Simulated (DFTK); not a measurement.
# Ti (Im-3m) in DFTK: band structure with BJ06

Aim: the band structure of Ti with BJ06.

Program: DFTK 0.8.2. These are calculated values, not measurements. Logs are shortened: lines on timing, memory, paths and dates and some standing lists are left out, and cuts for length are marked.

### 1 The structure

Symmetry: Im-3m, No. 229, cubic system. Conventional cell: a = 3.282 Å, b = 3.282 Å, c = 3.282 Å, α = 90.00°, β = 90.00°, γ = 90.00°. Ti (site symmetry m-3m) is surrounded by 8 Ti at 2.84 Å.

This isn't the form of Ti at room conditions, which is hcp.

### 2 Band structure, BJ06

File run.jl:

```julia
using DFTK
using PseudoPotentialData
using Unitful, UnitfulAtomic
using LinearAlgebra, Printf
include("save.jl")
disable_threading()

lines     = readlines("Ti.xyz")
cell_ang  = reshape(parse.(Float64, split(match(r"Lattice=\"([^\"]+)\"", lines[2])[1])), 3, 3)
lattice   = austrip(1u"Å") * cell_ang
symbols   = [Symbol(split(l)[1]) for l in lines[3:end]]
positions = [round.(cell_ang \ parse.(Float64, split(l)[2:4]); digits=9) for l in lines[3:end]]
pseudopotentials = Dict(:Ti => "Ti.upf")
elements = Dict(s => ElementPsp(s, pseudopotentials; rcut=10.0) for s in unique(symbols))
atoms    = [elements[s] for s in symbols]

build_model(lattice, positions; symmetries=true) =
    model_DFT(lattice, atoms, positions;
              functionals=[:mgga_x_tb09, :lda_c_pw],
              temperature=austrip(0.05u"eV"),
              smearing=Smearing.FermiDirac(),
              symmetries)
Ecut  = 42.0  # hartree
kgrid = [10, 10, 10]
tol   = 1e-6
to_GPa = ustrip(uconvert(u"GPa", 1u"hartree/bohr^3"))

model = build_model(lattice, positions)
basis = PlaneWaveBasis(model; Ecut, kgrid)
display(basis)
scfres = self_consistent_field(basis;
                               tol,
                               nbandsalg=AdaptiveBands(model; n_bands_converge=11))
display(scfres.energies)
@printf "Fermi level: %.6f eV\n" ustrip(auconvert(u"eV", something(scfres.εF, NaN)))
println("Levels at the first k-point (eV): ", round.(ustrip.(auconvert.(u"eV", scfres.eigenvalues[1][1:scfres.n_bands_converge])); digits=4))
save_scf!(scfres)

points = Dict("G" => [0.0, 0.0, 0.0], "H" => [0.5, -0.5, 0.5], "P" => [0.25, 0.25, 0.25], "N" => [0.0, 0.0, 0.5])
segments = [("G", "H", 10), ("H", "N", 7), ("N", "G", 7), ("G", "P", 8), ("P", "H", 8), ("P", "N", 5)]
kcoords = vcat([[points[a] + t * (points[b] - points[a]) for t in range(0, 1, n)] for (a, b, n) in segments]...)
bands = compute_bands(scfres, ExplicitKpoints(kcoords); n_bands=13, tol=1e-5)
for (k, ε) in zip(bands.basis.kpoints, bands.eigenvalues)
    @printf "%d %8.4f %8.4f %8.4f " k.spin k.coordinate...
    println(join([@sprintf("%9.4f", e) for e in ustrip.(auconvert.(u"eV", ε .- scfres.εF))]))
end
results["band_energies"] = rows(bands.eigenvalues); results["band_kpoints"] = rows(kcoords)
```

File Ti.xyz:

```xyz
1
Lattice="-1.6410000000 1.6410000000 1.6410000000 1.6410000000 -1.6410000000 1.6410000000 1.6410000000 1.6410000000 -1.6410000000" Properties=species:S:1:pos:R:3 pbc="T T T"
Ti     0.0000000000      0.0000000000      0.0000000000
```

Potentials or basis: in-house norm-conserving set (r2SCAN, scalar relativistic).

On the command line:

```bash
> julia --threads=1 run.jl  # save.jl only writes the numbers to a file and isn't shown; printed stress counts tension as positive; times include loading and compiling
```

Output:

```text
[... set-up lines left out ...]
n     Energy            log10(ΔE)   log10(Δρ)   log10(Δτ)   Diag   Δtime
---   ---------------   ---------   ---------   ---------   ----   ------
  1   -51.13192321587                   -0.81        0.74    5.0    7.07s
  2   -50.80035933216   +   -0.48       -1.27       -0.03    3.0    5.35s
  3   -50.94079756315       -0.85       -1.51       -0.48    3.0    3.59s
  4   -50.88932612134   +   -1.29       -1.87       -0.88    2.1    4.16s
  5   -50.90077423109       -1.94       -2.28       -1.58    1.6    4.65s
  6   -50.89523972870   +   -2.26       -2.77       -1.83    1.6    5.07s
  7   -50.89690115188       -2.78       -3.25       -2.41    1.6    2.66s
  8   -50.89665170148   +   -3.60       -3.32       -3.15    2.1    3.91s
  9   -50.89685498817       -3.69       -3.46       -3.32    1.3    3.52s
 10   -50.89689721069       -4.37       -3.51       -3.87    1.0    3.53s
 11   -50.89686967594   +   -4.56       -3.49       -4.23    1.0    2.45s
 12   -50.89710753989       -3.62       -3.80       -3.23    1.5    3.69s
 13   -50.89715908488       -4.29       -3.97       -3.78    1.1    3.53s
 14   -50.89723268707       -4.13       -4.30       -3.73    2.0    4.06s
 15   -50.89728708563       -4.26       -5.00       -3.82    2.0    2.89s
 16   -50.89730179406       -4.83       -4.94       -4.40    3.0    4.31s
 17   -50.89731406319       -4.91       -4.66       -4.49    2.0    3.93s
 18   -50.89729458298   +   -4.71       -5.06       -4.32    2.2    4.10s
 19   -50.89729422469   +   -6.45       -5.18       -5.42    1.0    2.49s
 20   -50.89728801651   +   -5.21       -5.70       -4.81    2.0    3.93s
 21   -50.89728771835   +   -6.53       -5.93       -5.75    1.4    3.87s
 22   -50.89728768006   +   -7.42       -5.95       -6.77    1.0    4.00s
 23   -50.89728599488   +   -5.77       -6.77       -5.37    2.0    2.96s
Energy breakdown (in Ha):
    Kinetic             23.9810437
    AtomicLocal         -46.5109289
    AtomicNonlocal      1.1666453
    Ewald               -42.2478846
    PspCorrection       1.4795677
    Hartree             12.4599531
    Xc                  -1.2250336
    Entropy             -0.0006486

    total               -50.897285994881
Fermi level: 9.027335 eV
Levels at the first k-point (eV): [-46.9826, -23.1443, -23.1443, -23.1443, 3.6412, 9.8138, 9.8138, 9.8138, 11.4411, 11.4411, 26.6584]
1   0.0000   0.0000   0.0000  -56.0099 -32.1716 -32.1716 -32.1716  -5.3862   0.7865   0.7865   0.7865   2.4138   2.4138  17.6310  17.6310  17.6310
1   0.0556  -0.0556   0.0556  -56.0022 -32.1998 -32.1843 -32.1843  -5.1786   0.7723   0.7723   0.8599   2.2479   2.4764  17.1405  17.7931  17.7931
1   0.1111  -0.1111   0.1111  -55.9804 -32.2754 -32.2212 -32.2212  -4.5841   0.7564   0.7564   1.0739   1.7815   2.6445  16.2706  18.0021  18.0021
1   0.1667  -0.1667   0.1667  -55.9480 -32.3760 -32.2787 -32.2787  -3.6924   0.8024   0.8024   1.1000   1.4100   2.8723  15.5521  17.4616  17.4616
1   0.2222  -0.2222   0.2222  -55.9100 -32.4753 -32.3506 -32.3506  -2.6840   0.3161   0.9782   0.9782   1.8367   3.1533  15.0800  15.9898  15.9898
1   0.2778  -0.2778   0.2778  -55.8717 -32.5524 -32.4287 -32.4287  -1.8764  -0.4605   1.3299   1.3299   2.3095   3.6600  14.1588  14.1588  14.8124
[... 37 lines left out ...]
1   0.0625   0.0625   0.4375  -55.8789 -32.7994 -32.3953 -32.1998  -2.0799  -0.5439   1.1329   2.4707   2.7348   4.5088   8.6396  13.2165  15.4113
1   0.0000   0.0000   0.5000  -55.8803 -32.8248 -32.3781 -32.1760  -2.2994  -0.4943   1.5927   2.4228   2.7270   3.8528   8.6784  13.6230  16.7854
```

Run time: 2 min. Hardware: 1 thread of Intel Xeon Platinum 8488C (Sapphire Rapids), shared host; peak memory 1.5 GiB.

What came out:

| Quantity | Value |
| --- | --- |
| Band gap on the k mesh | none (metal or under the smearing width) |

Levels at the corners of the path, in eV from the Fermi level:
```csv
point,band 4,band 5,band 6,band 7,band 8,band 9
Γ,-32.17,-5.39,0.79,0.79,0.79,2.41
H,-32.62,-2.11,-2.11,3.52,3.52,3.52
N,-32.18,-2.30,-0.49,1.59,2.42,2.73
Γ,-32.17,-5.39,0.79,0.79,0.79,2.41
P,-32.49,-0.55,-0.55,-0.55,2.78,2.78
H,-32.62,-2.11,-2.11,3.52,3.52,3.52
P,-32.49,-0.55,-0.55,-0.55,2.78,2.78
N,-32.18,-2.30,-0.49,1.59,2.42,2.73
```

Caveat: the program leaves the constant c of mgga_x_tb09 at 1, so the potential is Becke-Johnson's (BJ06) and not Tran and Blaha's, with levels but no total energy; the potentials were made for another functional, which shifts forces and pressure.

### 3 For comparison

An earlier run on the cell as given: functional PBE; potentials or basis dojo.nc.sr.pbe.v0_4_1.standard.upf (PBE); cutoff 1143 eV; k mesh 11 × 11 × 11; occupations fermi-dirac, width 0.05 eV; no spin polarisation.

* Pressure: -2.5 GPa
* Band gap on the k mesh: none (metal or under the smearing width)
